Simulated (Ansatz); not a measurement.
## TiS2 (CdI2 type): gap against strain (isotropic on every length)

TiS2 built on the CdI2 prototype, relaxed with r2SCAN+rVV10 in Ansatz, then strained (isotropic on every length; changes of length per length, axes as in the cell below) with the atoms relaxed again within the symmetry that is left. Space group P-3m1 (No. 164), trigonal; a = 3.411 Å, c = 5.739 Å in the conventional setting, 19.27 Å³ an atom. Ti has 6 S at 2.42 Å; S has 3 Ti at 2.42 Å. No spin polarisation and no zero-point or thermal motion.

```xyz
3
Lattice="3.4106 0.0000 0.0000 -1.7053 2.9537 0.0000 0.0000 0.0000 5.7387" Properties=species:S:1:pos:R:3 pbc="T T T"
Ti    0.0000    0.0000    0.0000
S     0.0000    1.9691    1.4055
S     1.7053    0.9846    4.3332
```

Gaps are the least over each mesh (HSE06 6×6×4 when unstrained) and the special points, which keep their unstrained names.

| strain (%) | gap, HSE06 (eV) | edges, HSE06 |
| --- | --- | --- |
| -1.5 | 0.374 | Γ → L |
| -0.33 | 0.563 | Γ → L |
| 0.0 | 0.614 | Γ → L |
| +1.5 | 0.831 | Γ → L |
| +2.87 | 1.013 | Γ → L |

**Question.** Estimate the row for a strain of +1.0 %.

**Answer.**

| strain (%) | gap, HSE06 (eV) | edges, HSE06 |
| --- | --- | --- |
| +1.0 | 0.762 | Γ → L |

Between zero and the nearest strains the slope of the HSE06 gap against strain is +0.153 eV per percent for negative and +0.148 for positive strain.

The meshes of the hybrids are coarse, so their gaps aren't converged to the digits shown.
